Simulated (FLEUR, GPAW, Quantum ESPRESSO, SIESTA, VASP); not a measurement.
# One calculation of BN, 12 ways

```
N B
1.0
     0.00000    1.81300    1.81300
     1.81300    0.00000    1.81300
     1.81300    1.81300    0.00000
N B
1 1
Direct
  0.25000 0.25000 0.25000
  0.00000 0.00000 0.00000
```

The cell is a database's computed one, not the measured one.

Alike in all runs: task band structure; functional PBE; k mesh 13 × 13 × 13; occupations fermi-dirac, width 0.05 eV; no spin polarisation; no spin-orbit coupling. Pressure is positive in compression and, in plane waves, holds the error of the finite cutoff. Gaps are the smaller of the mesh's and the band path's.

```
                                                     program and potentials  plane-wave cutoff (eV)         notes  band gap (eV)  pressure (GPa)
                                  Quantum ESPRESSO, SSSP 1.3 efficiency PBE                     816             -           4.47           -1.76
                                             Quantum ESPRESSO, GBRV 1.5 PBE                     612             -           4.46           -0.51
                                             Quantum ESPRESSO, SG15 PBE 1.2                    1197             -           4.53           -1.53
                                              Quantum ESPRESSO, JTH 2.0 PBE                     680             -           4.45           -1.05
                                             Quantum ESPRESSO, SPMS 1.0 PBE                    1197             -           4.52           -1.35
                                         Quantum ESPRESSO, Ansatz NC SR PBE                    1238             -           4.46           -0.26
                          Quantum ESPRESSO, PseudoDojo 0.5 SR PBE stringent                    1143             -           4.52           -0.79
                               VASP, PBE PAW files B, N, release 54, 520 eV                     520             -           4.45           -0.16
                                     VASP, PBE PAW files B_GW, N_GW, 550 eV                     550             -           4.45           -0.51
                                 GPAW, GPAW PAW data sets (gpaw-data 1.2.1)                     800             -           4.46           -1.60
                                                 FLEUR, all-electron, FLAPW                       -             -           4.46               -
SIESTA, files PseudoDojo sr-pbe-0.4.1-standard, DZP (energy shift 0.003 Ry)                       -  atomic basis           4.56            2.60
```

The band gap spans 4.45 (Quantum ESPRESSO, JTH 2.0 PBE) to 4.56 eV (SIESTA, files PseudoDojo sr-pbe-0.4.1-standard, DZP (energy shift 0.003 Ry)), with all-electron results at 4.46. The pressure spans -1.76 (Quantum ESPRESSO, SSSP 1.3 efficiency PBE) to 2.60 GPa (SIESTA, files PseudoDojo sr-pbe-0.4.1-standard, DZP (energy shift 0.003 Ry)). The pressure on the cell as given of SIESTA, files PseudoDojo sr-pbe-0.4.1-standard, DZP (energy shift 0.003 Ry) lies far from the others; the cause wasn't traced. The paths' points differ, which is worth about 0.01 eV. Rows in atomic bases carry the error of their basis and grid, which can be large.

The functional is the same throughout but for its coding, so the spread measures potentials, basis and numerics; runs on potential files found faulty are left out.
